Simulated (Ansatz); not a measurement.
Low-index surfaces of HfC, space group Fm-3m (No. 225). Relaxed bulk:

```cif
data_structure
_symmetry_space_group_name_H-M 'Fm-3m'
_symmetry_Int_Tables_number 225
_cell_length_a 4.6515
_cell_length_b 4.6515
_cell_length_c 4.6515
_cell_angle_alpha 90.000
_cell_angle_beta 90.000
_cell_angle_gamma 90.000
_cell_volume 100.64
loop_
_atom_site_label
_atom_site_type_symbol
_atom_site_symmetry_multiplicity
_atom_site_Wyckoff_symbol
_atom_site_fract_x
_atom_site_fract_y
_atom_site_fract_z
_atom_site_occupancy
Hf1 Hf 4 b 0.50000 0.00000 0.00000 1
C1 C 4 a 0.00000 0.00000 0.00000 1
```

Miller indices refer to the conventional cell, a = 4.651 Å, b = 4.651 Å, c = 4.651 Å, α = 90.00°, β = 90.00°, γ = 90.00°.

These are results of DFT PBE, scalar-relativistic, plane waves, PAW (Ansatz), not measurements. Cutoff 420 eV, Γ-centred meshes, Gaussian smearing of 0.10 eV, no spin polarisation.

All atoms of each slab relax at the bulk's in-plane cell, with a dipole correction; γ is the mean of a slab's two faces. Bonds are neighbours within 10 % of the shortest distances in the bulk.

Task: How do these faces compare: (100), ending in HfC; (110), ending in HfC; (111), ending in C and Hf?

Result: 
```
                     face  planes  thickness (Å)  area (Å²)  cut bonds per Å²  γ as cut (J/m²)  γ relaxed (J/m²)
     (100), ending in HfC       5            9.3      10.82             0.185             1.82              1.72
     (110), ending in HfC       7            9.9      15.30             0.261             3.83              3.57
(111), ending in C and Hf       8            9.4       9.37             0.320             5.50              5.25
```

Faces whose slabs rebuild by over 0.8 Å, distort in their middle or lose their symmetry through the k mesh, and polar cuts of insulators, are left out. Of the terminations computed for a plane the cheapest is shown.

The slabs are thin, so differences under about 0.05 J/m² or 0.1 eV aren't settled, and faces are 1×1 cells, without the reconstructions that some real ones have. Spin-orbit coupling is left out, which matters for the bands of heavy elements.

The order follows the density of bonds that each cut crosses: the fewer, the cheaper the face.
